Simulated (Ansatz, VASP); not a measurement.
**One calculation of Al2O3, two programs**

```
Al O
1.0
     2.42727    1.40138    4.42107
    -2.42727    1.40138    4.42107
     0.00000   -2.80277    4.42107
Al O
4 6
Direct
  0.35219 0.35219 0.35219
  0.14781 0.14781 0.14781
  0.64781 0.64781 0.64781
  0.85219 0.85219 0.85219
  0.55592 0.94408 0.25000
  0.25000 0.55592 0.94408
  0.94408 0.25000 0.55592
  0.44408 0.05592 0.75000
  0.75000 0.44408 0.05592
  0.05592 0.75000 0.44408
```

Alike in both runs: functional PBE; k mesh 6 × 6 × 6; occupations gaussian, width 0.02 eV; no spin polarisation.

Ansatz relaxed the structure, and its values are those at the end. VASP's run is a single point on that final structure, the one shown.

```csv
,VASP,Ansatz
version,VASP 6.6.1,Ansatz 0.2.0
potentials or method,"VASP PAW PBE potentials, release 64 (Al, O)","scalar-relativistic, plane waves, PAW"
plane-wave cutoff (eV),520,420
valence electrons in the cell,48,48
```

VASP gave:

| Quantity | Value |
| --- | --- |
| gap on the k mesh at the Fermi level (eV) | 5.50 |
| least direct gap on the mesh (eV) | 5.50 |
| pressure (GPa) | -6.6 |

Q: What did Ansatz give for the same quantities?

A: gap on the k mesh at the Fermi level (eV): 5.50; least direct gap on the mesh (eV): 5.50; pressure (GPa): -6.4.
